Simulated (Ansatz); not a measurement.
The system is MnS.

```
Mn S
1.0
     0.00000    2.60450    2.60450
     2.60450    0.00000    2.60450
     2.60450    2.60450    0.00000
Mn S
1 1
Direct
  0.00000 0.00000 0.00000
  0.50000 0.50000 0.50000
```

Program: Ansatz 0.2.0. Alike in all runs: potentials or basis Ansatz PAW; spin collinear, ferromagnetic start; cell as given.

**Question.** Order these runs on this cell by their pressure, lowest first.
A. level r2SCANh; k mesh 5 × 5 × 5; cutoff (eV) 500; smearing fermi-dirac 0.05 eV; points for each segment of the path 4
B. level PBE; k mesh 9 × 9 × 9; cutoff (eV) 420; smearing gaussian 0.03 eV
C. level LDA; k mesh 9 × 9 × 9; cutoff (eV) 420; smearing fermi-dirac 0.05 eV; points for each segment of the path 14
D. level PBEsol; k mesh 9 × 9 × 9; cutoff (eV) 420; smearing fermi-dirac 0.05 eV; points for each segment of the path 14

**Answer.** C (-11.6 GPa), D (-7.3 GPa), B (-2.8 GPa), A (1.5 GPa).

Caveats: a cell with one magnetic atom can't hold antiferromagnetic order, which such compounds often take; the PAW data sets come from PBE, with cores solved anew for the run's functional, which leaves a small shift of forces and pressure (some runs); the magnetic or orbital state may not be the lowest (some runs); the thresholds are loose for stress (some runs).
